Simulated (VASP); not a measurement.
# MoS₂, band structure: which settings are enough?

MoS₂, P6_3/mmc (no. 194), 6 atoms in the cell. TB-mBJ; PAW potentials Mo_sv, S (PBE set). VASP 6.6.1.

Wanted: band energies at the path's corners within 0.006 eV; smallest gap over path and mesh within 0.003 eV.

What the run is for: bands; Accuracy asked: tight; Route: KPOINTS_OPT.

Band energies at the path's corners: counted from the valence top.

POSCAR:
```
MoS2
1.0
    3.1690000000      0.0000000000      0.0000000000
   -1.5845000000      2.7444345046      0.0000000000
    0.0000000000      0.0000000000     12.3240000000
Mo S
2 4
Direct
    0.6666666667      0.3333333333      0.7500000000
    0.3333333333      0.6666666667      0.2500000000
    0.6666666667      0.3333333333      0.3770000000
    0.3333333333      0.6666666667      0.8770000000
    0.6666666667      0.3333333333      0.1230000000
    0.3333333333      0.6666666667      0.6230000000
```

The series start from Plane-wave cutoff (eV): 300; k-point mesh: 7 × 7 × 2; k points a path segment: 12; Electronic threshold (eV): 1e-6; Precision mode (PREC): Accurate; Bands in all (NBANDS): 42; Aspherical gradient terms in the spheres (LASPH): yes; Highest l that the mixer handles (LMAXMIX): 4. Each series keeps the choices made before it, and each single choice may use up half of a tolerance. Times cover all steps of a run.

## Plane-wave cutoff (eV)

| Plane-wave cutoff (eV) | Band energies at the path's corners, largest deviation (eV) | Smallest gap over path and mesh (eV) | Time (s) |
|---|---|---|---|
| 210 | 0.0255 | 1.1392 | 154 |
| 260 | 0.0068 | 1.1342 | 210 |
| 300 | 0.0052 | 1.1329 | 249 |
| 340 | 0.0052 | 1.1328 | 233 |
| 420 | 0.0015 | 1.1349 | 346 |
| 520 (reference) | 0.0000 | 1.1361 | 557 |

Chosen: 420, the loosest value from which every tighter one stays within half of the tolerance.

## k-point mesh

| k-point mesh | Band energies at the path's corners, largest deviation (eV) | Smallest gap over path and mesh (eV) | Time (s) |
|---|---|---|---|
| 3 × 3 × 1 | 0.0707 | 1.1456 | 184 |
| 4 × 4 × 1 | 0.0039 | 1.1333 | 152 |
| 5 × 5 × 2 | 0.0018 | 1.1349 | 260 |
| 7 × 7 × 2 | 0.0006 | 1.1349 | 346 |
| 8 × 8 × 2 | 0.0001 | 1.1352 | 344 |
| 10 × 10 × 3 (reference) | 0.0000 | 1.1351 | 546 |

Chosen: 5 × 5 × 2.

## Electronic threshold (eV)

| Electronic threshold (eV) | Band energies at the path's corners, largest deviation (eV) | Smallest gap over path and mesh (eV) | Time (s) |
|---|---|---|---|
| 0.0001 | 0.0001 | 1.1351 | 317 |
| 1e-5 | 0.0001 | 1.1351 | 288 |
| 1e-6 | 0.0000 | 1.1351 | 535 |
| 1e-7 (reference) | 0.0000 | 1.1351 | 322 |

Chosen: 0.0001.

## Precision mode (PREC)

| Precision mode (PREC) | Band energies at the path's corners, largest deviation (eV) | Smallest gap over path and mesh (eV) | Time (s) |
|---|---|---|---|
| SingleN | 0.0020 | 1.1371 | 108 |
| Normal | 0.0002 | 1.1353 | 108 |
| Accurate (reference) | 0.0000 | 1.1351 | 317 |

Chosen: Normal.

## Bands in all (NBANDS)

| Bands in all (NBANDS) | Band energies at the path's corners, largest deviation (eV) | Smallest gap over path and mesh (eV) | Time (s) |
|---|---|---|---|
| 28 | 0.0435 | 1.1357 | 97 |
| 29 | 0.0342 | 1.1354 | 95 |
| 30 | 0.0230 | 1.1339 | 111 |
| 32 | 0.0043 | 1.1353 | 115 |
| 42 | 0.0002 | 1.1353 | 108 |
| 52 (reference) | 0.0000 | 1.1353 | 151 |

Chosen: 42.

## Aspherical gradient terms in the spheres (LASPH)

| Aspherical gradient terms in the spheres (LASPH) | Band energies at the path's corners, largest deviation (eV) | Smallest gap over path and mesh (eV) | Time (s) |
|---|---|---|---|
| no | 0.0532 | 1.1708 | 107 |
| yes (reference) | 0.0000 | 1.1353 | 108 |

Chosen: yes; the one before it in the list is off by more than half of the tolerance.

## Highest l that the mixer handles (LMAXMIX)

| Highest l that the mixer handles (LMAXMIX) | Band energies at the path's corners, largest deviation (eV) | Smallest gap over path and mesh (eV) | Time (s) |
|---|---|---|---|
| 2 | 0.0001 | 1.1353 | 117 |
| 4 | 0.0000 | 1.1353 | 108 |
| 6 (reference) | 0.0000 | 1.1353 | 113 |

Chosen: 2.

Also changed on the way, by series that aren't shown: k points a path segment: 32.

## All choices together

| Input | Band energies at the path's corners, largest deviation (eV) | Smallest gap over path and mesh (eV) | Time (s) |
|---|---|---|---|
| the program's defaults (naive) | 0.0414 | 1.1666 | 61 |
| chosen settings | 0.0022 | 1.1353 | 117 |
| reference settings throughout | 0.0000 | 1.1363 | 621 |

The tolerance is met.

## The input

INCAR.step1:
```
SYSTEM = MoS2
ISMEAR = 0
SIGMA = 0.03
LWAVE = .TRUE.
LCHARG = .FALSE.
NBANDS = 42
PREC = Normal
LASPH = .TRUE.
LREAL = .FALSE.
ALGO = Normal
EDIFF = 1E-4
NELM = 120
GGA_COMPAT = .FALSE.
ENCUT = 420
EFERMI = MIDGAP
LMAXMIX = 2
GGA = PE
KPAR = 2
```

INCAR.step2, as INCAR.step1 but for:
```
- LWAVE = .TRUE.
- GGA = PE
+ METAGGA = MBJ
+ LWAVE = .FALSE.
+ LMIXTAU = .TRUE.
+ ISTART = 1
```

KPOINTS:
```
Automatic mesh
0
Gamma
  5 5 2
  0 0 0
```

KPOINTS_OPT:
```
path GMKGALHA,LM,KH
32
line-mode
reciprocal
 0.0000000000  0.0000000000  0.0000000000  G
 0.5000000000  0.0000000000  0.0000000000  M

 0.5000000000  0.0000000000  0.0000000000  M
 0.3333333333  0.3333333333  0.0000000000  K

 0.3333333333  0.3333333333  0.0000000000  K
 0.0000000000  0.0000000000  0.0000000000  G

 0.0000000000  0.0000000000  0.0000000000  G
 0.0000000000  0.0000000000  0.5000000000  A

 0.0000000000  0.0000000000  0.5000000000  A
 0.5000000000  0.0000000000  0.5000000000  L

 0.5000000000  0.0000000000  0.5000000000  L
 0.3333333333  0.3333333333  0.5000000000  H

 0.3333333333  0.3333333333  0.5000000000  H
 0.0000000000  0.0000000000  0.5000000000  A

 0.5000000000  0.0000000000  0.5000000000  L
 0.5000000000  0.0000000000  0.0000000000  M

 0.3333333333  0.3333333333  0.0000000000  K
 0.3333333333  0.3333333333  0.5000000000  H
```

Commands (each step's output is kept before the next begins):
```
cat potpaw_PBE.64/Mo_sv/POTCAR potpaw_PBE.64/S/POTCAR > POTCAR
cp INCAR.step1 INCAR
mpirun -np 2 vasp_std > vasp.out
cp INCAR.step2 INCAR
mpirun -np 2 vasp_std > vasp.out
```

The chosen input took VASP 6.6.1 117 s on 2 cores (AMD EPYC 7R43 (Zen 3)), a shared host.

## An input that fails: one k point for a small cell

It runs to its end, but against the unchanged starting input it is off by 0.8086 eV in the band energies at the path's corners, 0.1479 eV in the smallest gap over path and mesh.

k mesh: 7 × 7 × 2 becomes 1 × 1 × 1.

Changes against the starting input:
```
(all steps)
- NELM = 120
- KPAR = 2
+ NELM = 50
```
